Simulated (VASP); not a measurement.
# TiC (Fm-3m) in VASP: a series of runs

Runs on TiC. Level: PBE. Tasks: relaxation of cell and atoms.

Program: VASP 6.6.1. These are calculated values, not measurements. Logs are shortened: lines on timing, memory, paths and dates and some standing lists are left out, and cuts for length are marked.

**1. The crystal as given**

Symmetry: Fm-3m, No. 225, cubic system. Conventional cell: a = 4.319 Å, b = 4.319 Å, c = 4.319 Å, α = 90.00°, β = 90.00°, γ = 90.00°. Around Ti (site symmetry m-3m) lie 6 C at 2.16 Å. C (site symmetry m-3m) has 6 Ti at 2.16 Å as nearest neighbours.

**2. Relaxation of cell and atoms, PBE**

Contents of INCAR:

```
ALGO     = Fast           # electronic algorithm
EDIFF    = 1E-7           # SCF threshold, eV
EDIFFG   = -0.002         # ionic threshold
ENCUT    = 700            # plane-wave cutoff, eV
GGA      = PE             # functional
IBRION   = 2              # ionic algorithm
ISIF     = 3              # what is computed and relaxed
ISMEAR   = 0              # smearing method
LASPH    = T              # aspherical terms in the spheres
LCHARG   = F              # write CHGCAR
LREAL    = F              # projectors in reciprocal space
LWAVE    = F              # write WAVECAR
NELM     = 60             # most SCF steps
NSW      = 80             # ionic steps
PREC     = Accurate       # precision mode
SIGMA    = 0.1            # smearing width, eV
```

Contents of KPOINTS:

```
k-points
0
Gamma
  16 16 16
```

Contents of POSCAR:

```
TiC
1.0
    0.0000000000      2.1593000000      2.1593000000
    2.1593000000      0.0000000000      2.1593000000
    2.1593000000      2.1593000000      0.0000000000
Ti C
1 1
Direct
    0.0000000000      0.0000000000      0.0000000000
    0.5000000000      0.5000000000      0.5000000000
```

Potentials or basis: VASP PAW PBE potentials, release 64 (Ti_sv, C).

Command:

```sh
> cat potpaw_PBE.64/Ti_sv/POTCAR potpaw_PBE.64/C/POTCAR > POTCAR
> mpirun -np 1 vasp_std > vasp.out
```

OUTCAR:

```text
EDIFF = 1E-7
   EDIFFG = -0.002
   ENCUT = 700
   GGA = PE
   IBRION = 2
   ISIF = 3
   ISMEAR = 0
   LASPH = T
   LREAL = F
   NELM = 60
   NSW = 80
   PREC = Accurate

 ion  position               nearest neighbor table
   1  0.000  0.000  0.000-   2 2.16   2 2.16   2 2.16   2 2.16   2 2.16   2 2.16
   2  0.500  0.500  0.500-   1 2.16   1 2.16   1 2.16   1 2.16   1 2.16   1 2.16

  LATTYP: Found a face centered cubic cell.
 ALAT       =     4.3186000000

  Lattice vectors:

 A1 = (   0.0000000000,   2.1593000000,   2.1593000000)
 A2 = (   2.1593000000,   0.0000000000,   2.1593000000)
 A3 = (   2.1593000000,   2.1593000000,   0.0000000000)

Analysis of symmetry for initial positions (statically):
=====================================================================
 Subroutine PRICEL returns:
 Original cell was already a primitive cell.

 Routine SETGRP: Setting up the symmetry group for a
 face centered cubic supercell.

 Subroutine GETGRP returns: Found 48 space group operations
 (whereof 48 operations were pure point group operations)
 out of a pool of 48 trial point group operations.

The static configuration has the point symmetry O_h .

Analysis of symmetry for dynamics (positions and initial velocities):
=====================================================================
 Subroutine PRICEL returns:
 Original cell was already a primitive cell.

 Routine SETGRP: Setting up the symmetry group for a
 face centered cubic supercell.

 Subroutine GETGRP returns: Found 48 space group operations
 (whereof 48 operations were pure point group operations)
 out of a pool of 48 trial point group operations.

The dynamic configuration has the point symmetry O_h .

 Subroutine INISYM returns: Found 48 space group operations
 (whereof 48 operations are pure point group operations),
 and found     1 'primitive' translations

----------------------------------------------------------------------------------------

                                     Primitive cell

  volume of cell :      20.1358

  direct lattice vectors                    reciprocal lattice vectors
     0.000000000  2.159300000  2.159300000    -0.231556523  0.231556523  0.231556523
     2.159300000  0.000000000  2.159300000     0.231556523 -0.231556523  0.231556523
     2.159300000  2.159300000  0.000000000     0.231556523  0.231556523 -0.231556523

  length of vectors
     3.053711345  3.053711345  3.053711345     0.401067663  0.401067663  0.401067663

  position of ions in fractional coordinates (direct lattice)
     0.000000000  0.000000000  0.000000000
     0.500000000  0.500000000  0.500000000

  ion indices of the primitive-cell ions
   primitive index   ion index
[... 101 lines left out ...]
   AEXX    =    0.0000 exact exchange contribution
   IVDW    =     0    specifies the selected vdW correction
   LEPSILON=     F    determine dielectric tensor
   LRPA    =     F    only Hartree local field effects (RPA)
 conjugate gradient relaxation of ions
 non-spin polarized calculation
 RMM-DIIS sequential band-by-band and
 Gauss-broadening in eV      SIGMA  =   0.10
  energy-cutoff  :      700.00
  volume of cell :       20.14
 maximum number of plane-waves:       877
   NGX = 13   NGY = 13   NGZ = 13

--------------------------------------- Ionic step        1  -------------------------------------------

 number of electron      16.0000001 magnetization

 Free energy of the ion-electron system (eV)
  ---------------------------------------------------
  ext. energy  EPLUGINS =         0.00000000
  ---------------------------------------------------
  free energy    TOTEN  =       -18.71112979 eV

  energy without entropy =      -18.70911371  energy(sigma->0) =      -18.71012175

------------------------ aborting loop because EDIFF is reached ----------------------------------------

  FORCE on cell =-STRESS in cart. coord.  units (eV):
  Direction    XX          YY          ZZ          XY          YZ          ZX
  --------------------------------------------------------------------------------------
  -------------------------------------------------------------------------------------
  Total        0.3280870      0.3280870      0.3280870      0.0000000     -0.0000000     -0.0000000
  in kB       26.1054184     26.1054184     26.1054184      0.0000000     -0.0000000     -0.0000000
  external PRESSURE =      26.1054184 kB  Pullay stress =       0.0000000 kB
[... 59 lines left out ...]
--------------------------------------- Ionic step        3  -------------------------------------------

 number of electron      16.0000001 magnetization

 Free energy of the ion-electron system (eV)
  ---------------------------------------------------
  ext. energy  EPLUGINS =         0.00000000
  ---------------------------------------------------
  free energy    TOTEN  =       -18.71279294 eV

  energy without entropy =      -18.71075613  energy(sigma->0) =      -18.71177453

 E-fermi :   9.3899     XC(G=0): -12.6908

 val. band max:        9.3712456506   @ k =  -0.0625   0.0625   0.0000
 cond. band min:       9.3922996665   @ k =   0.1250   0.1250   0.0000
 fundamental gap:      0.0210540159
 Fermi energy:         9.3898658611

 k-point     1 :       0.0000    0.0000    0.0000
  band No.  band energies     occupation
      1     -47.1976      2.00000
      2     -23.2227      2.00000
      3     -23.2227      2.00000
      4     -23.2227      2.00000
      5      -2.9950      2.00000
      6      10.0888      0.00000
      7      10.0888      0.00000
      8      10.0888      0.00000
      9      11.0707      0.00000
     10      11.0707      0.00000
     11      11.0707      0.00000
     12      11.1054      0.00000
[... 331 lines left out ...]
 k-point    24 :      -0.0625    0.0625    0.0000
  band No.  band energies     occupation
      1     -47.1905      2.00000
      2     -23.2691      2.00000
      3     -23.2356      2.00000
      4     -23.2239      2.00000
      5      -2.7623      2.00000
      6       9.1782      1.99724
      7       9.3637      1.28875
      8       9.3712      1.20770
      9      10.1992      0.00000
     10      10.7727      0.00000
     11      11.6593      0.00000
     12      12.2146      0.00000

 [... further k-points ...]

------------------------ aborting loop because EDIFF is reached ----------------------------------------

  FORCE on cell =-STRESS in cart. coord.  units (eV):
  Direction    XX          YY          ZZ          XY          YZ          ZX
  --------------------------------------------------------------------------------------
  -------------------------------------------------------------------------------------
  Total       -0.0001110     -0.0001110     -0.0001110      0.0000000      0.0000000      0.0000000
  in kB       -0.0087388     -0.0087388     -0.0087388      0.0000000      0.0000000      0.0000000
  external PRESSURE =      -0.0087388 kB  Pullay stress =       0.0000000 kB
[... 17 lines left out ...]
  FREE ENERGIE OF THE ION-ELECTRON SYSTEM (eV)
  ---------------------------------------------------
  free  energy   TOTEN  =       -18.7127929392 eV

  energy  without entropy=      -18.7107561301  energy(sigma->0) =      -18.71177453

 reached required accuracy - stopping structural energy minimisation
```

Wall time 6.2 min (1 thread of Intel Xeon Platinum 8488C (Sapphire Rapids), shared host); peak memory 0.22 GiB.

What came out:

```
Free energy                            : -18.7128 eV
Relaxed volume                         : 10.17 Å³/atom
Relaxed cell                           : a = 3.064 Å, b = 3.064 Å, c = 3.064 Å, α = 60.00°, β = 60.00°, γ = 60.00°
Space group after relaxing (to 0.05 Å) : Fm-3m (No. 225)
Energy gained by relaxing              : 0.8 meV/atom
Ionic steps                            : 3
Pressure after relaxing                : 0.0 GPa
Band gap on the k mesh                 : none (metal or under the smearing width)
```

Step by step:
```tsv
step	energy change (eV)	largest force (eV/Å)	pressure (GPa)	volume (Å³)
1	0.0000	0.0000	2.61	20.14
2	0.0012	0.0000	-3.26	20.62
3	-0.0017	0.0000	0.00	20.34
```

Final structure:
```yaml
crystal:
  lattice:
    - [0.00000, 2.16667, 2.16667]
    - [2.16667, 0.00000, 2.16667]
    - [2.16667, 2.16667, 0.00000]
  atoms:
    - { symbol: Ti, position: [0.00000, 0.00000, 0.00000] }
    - { symbol: C, position: [0.50000, 0.50000, 0.50000] }
```

**3. Relaxation of cell and atoms, PBE**

This run uses another cell than the first one, of 10.17 Å³/atom, 1.010 times its volume.

INCAR is that of step 2.

KPOINTS is that of step 2.

Contents of POSCAR:

```
TiC                                     
1.0
    0.0000000000      2.1666678281      2.1666678281
    2.1666678281     -0.0000000000      2.1666678281
    2.1666678281      2.1666678281      0.0000000000
  Ti              C             
     1     1
Direct
     0.0000000000000000    0.0000000000000000    0.0000000000000000
     0.5000000000000000    0.5000000000000000    0.5000000000000000
```

Potentials or basis: VASP PAW PBE potentials, release 64 (Ti_sv, C).

Command:

```sh
> cat potpaw_PBE.64/Ti_sv/POTCAR potpaw_PBE.64/C/POTCAR > POTCAR
> mpirun -np 1 vasp_std > vasp.out
```

OUTCAR:

```text
EDIFF = 1E-7
   EDIFFG = -0.002
   ENCUT = 700
   GGA = PE
   IBRION = 2
   ISIF = 3
   ISMEAR = 0
   LASPH = T
   LREAL = F
   NELM = 60
   NSW = 80
   PREC = Accurate

 ion  position               nearest neighbor table
   1  0.000  0.000  0.000-   2 2.17   2 2.17   2 2.17   2 2.17   2 2.17   2 2.17
   2  0.500  0.500  0.500-   1 2.17   1 2.17   1 2.17   1 2.17   1 2.17   1 2.17

  LATTYP: Found a face centered cubic cell.
 ALAT       =     4.3333356562

  Lattice vectors:

 A1 = (   0.0000000000,   2.1666678281,   2.1666678281)
 A2 = (   2.1666678281,   0.0000000000,   2.1666678281)
 A3 = (   2.1666678281,   2.1666678281,   0.0000000000)

Analysis of symmetry for initial positions (statically):
=====================================================================
 Subroutine PRICEL returns:
 Original cell was already a primitive cell.

 Routine SETGRP: Setting up the symmetry group for a
 face centered cubic supercell.

 Subroutine GETGRP returns: Found 48 space group operations
 (whereof 48 operations were pure point group operations)
 out of a pool of 48 trial point group operations.

The static configuration has the point symmetry O_h .

Analysis of symmetry for dynamics (positions and initial velocities):
=====================================================================
 Subroutine PRICEL returns:
 Original cell was already a primitive cell.

 Routine SETGRP: Setting up the symmetry group for a
 face centered cubic supercell.

 Subroutine GETGRP returns: Found 48 space group operations
 (whereof 48 operations were pure point group operations)
 out of a pool of 48 trial point group operations.

The dynamic configuration has the point symmetry O_h .

 Subroutine INISYM returns: Found 48 space group operations
 (whereof 48 operations are pure point group operations),
 and found     1 'primitive' translations

----------------------------------------------------------------------------------------

                                     Primitive cell
[... 123 lines left out ...]
 non-spin polarized calculation
 RMM-DIIS sequential band-by-band and
 Gauss-broadening in eV      SIGMA  =   0.10
  energy-cutoff  :      700.00
  volume of cell :       20.34
 maximum number of plane-waves:       881
   NGX = 13   NGY = 13   NGZ = 13

 number of electron      16.0000001 magnetization

 Free energy of the ion-electron system (eV)
  ---------------------------------------------------
  ext. energy  EPLUGINS =         0.00000000
  ---------------------------------------------------
  free energy    TOTEN  =       -18.71304847 eV

  energy without entropy =      -18.71101158  energy(sigma->0) =      -18.71203003

 E-fermi :   9.3898     XC(G=0): -12.6908

 val. band max:        9.3712072779   @ k =  -0.0625   0.0625   0.0000
 cond. band min:       9.3922680358   @ k =   0.1250   0.1250   0.0000
 fundamental gap:      0.0210607579
 Fermi energy:         9.3898285583

 k-point     1 :       0.0000    0.0000    0.0000
  band No.  band energies     occupation
      1     -47.1977      2.00000
      2     -23.2228      2.00000
      3     -23.2228      2.00000
      4     -23.2228      2.00000
      5      -2.9951      2.00000
      6      10.0888      0.00000
      7      10.0888      0.00000
      8      10.0888      0.00000
      9      11.0707      0.00000
     10      11.0707      0.00000
     11      11.0707      0.00000
     12      11.1054      0.00000
[... 331 lines left out ...]
 k-point    24 :      -0.0625    0.0625    0.0000
  band No.  band energies     occupation
      1     -47.1906      2.00000
      2     -23.2692      2.00000
      3     -23.2357      2.00000
      4     -23.2240      2.00000
      5      -2.7623      2.00000
      6       9.1783      1.99722
      7       9.3637      1.28872
      8       9.3712      1.20772
      9      10.1992      0.00000
     10      10.7743      0.00000
     11      11.6593      0.00000
     12      12.2171      0.00000

 [... further k-points ...]

------------------------ aborting loop because EDIFF is reached ----------------------------------------

  FORCE on cell =-STRESS in cart. coord.  units (eV):
  Direction    XX          YY          ZZ          XY          YZ          ZX
  --------------------------------------------------------------------------------------
  -------------------------------------------------------------------------------------
  Total        0.0010295      0.0010295      0.0010295     -0.0000000     -0.0000000      0.0000000
  in kB        0.0810852      0.0810852      0.0810852     -0.0000000     -0.0000000      0.0000000
  external PRESSURE =       0.0810852 kB  Pullay stress =       0.0000000 kB

 VOLUME and BASIS-vectors are now :
 -----------------------------------------------------------------------------
  energy-cutoff  :      700.00
  volume of cell :       20.34
      direct lattice vectors                 reciprocal lattice vectors
     0.000000000  2.166667828  2.166667828    -0.230769107  0.230769107  0.230769107
     2.166667828  0.000000000  2.166667828     0.230769107 -0.230769107  0.230769107
     2.166667828  2.166667828  0.000000000     0.230769107  0.230769107 -0.230769107

 POSITION                                       TOTAL-FORCE (eV/Angst)
 -----------------------------------------------------------------------------------
      0.00000      0.00000      0.00000         0.000000     -0.000000      0.000000
      2.16667      2.16667      2.16667        -0.000000      0.000000     -0.000000
 -----------------------------------------------------------------------------------
    total drift:                               -0.000000      0.000000      0.000000

  FREE ENERGIE OF THE ION-ELECTRON SYSTEM (eV)
  ---------------------------------------------------
  free  energy   TOTEN  =       -18.7130484733 eV

  energy  without entropy=      -18.7110115794  energy(sigma->0) =      -18.71203003

 reached required accuracy - stopping structural energy minimisation
```

OSZICAR:

```text
N       E                     dE             d eps       ncg     rms          rms(c)
DAV:   1     0.134590016752E+03    0.13459E+03   -0.10079E+04  3480   0.197E+03
DAV:   2    -0.128502023959E+02   -0.14744E+03   -0.14078E+03  3596   0.424E+02
DAV:   3    -0.237707831374E+02   -0.10921E+02   -0.10454E+02  4664   0.106E+02
[... 50 lines left out ...]
RMM:  54    -0.187130481165E+02   -0.88124E-07   -0.12807E-06  2170   0.338E-03    0.318E-04
RMM:  55    -0.187130482341E+02   -0.11755E-06   -0.16517E-06  2071   0.330E-03    0.298E-04
RMM:  56    -0.187130483076E+02   -0.73531E-07   -0.11193E-06  2164   0.330E-03    0.248E-04
RMM:  57    -0.187130484149E+02   -0.10731E-06   -0.14634E-06  1975   0.315E-03    0.268E-04
RMM:  58    -0.187130484733E+02   -0.58363E-07   -0.98481E-07  2179   0.318E-03
   1 F= -.18713048E+02 E0= -.18712030E+02  d E =-.187130E+02
```

Wall time 3 min (1 thread of Intel Xeon Platinum 8488C (Sapphire Rapids), shared host); peak memory 0.21 GiB.

What came out:

```yaml
Free_energy: -18.7130 eV
Pressure_after_relaxing: 0.0 GPa
Band_gap_on_the_k_mesh: none (metal or under the smearing width)
```

Final structure:
```
Ti C
1.0
     0.00000    2.16667    2.16667
     2.16667    0.00000    2.16667
     2.16667    2.16667    0.00000
Ti C
1 1
Direct
  0.00000 0.00000 0.00000
  0.50000 0.50000 0.50000
```

Levels at points of the mesh, in eV from the Fermi level:
```tsv
k point	band 4	band 5	band 6	band 7	band 8	band 9	band 10	band 11	band 12
(0.00, 0.00, 0.00)	-32.61	-12.38	0.70	0.70	0.70	1.68	1.68	1.68	1.72
(0.50, 0.00, 0.00)	-32.66	-8.91	-5.82	-2.88	-2.88	2.92	2.92	4.21	8.21
(0.50, 0.50, 0.00)	-32.78	-10.10	-3.42	-1.61	-0.03	-0.03	2.71	3.51	3.51
```

Caveat: the relaxation stopped at its first step, so nothing moved.
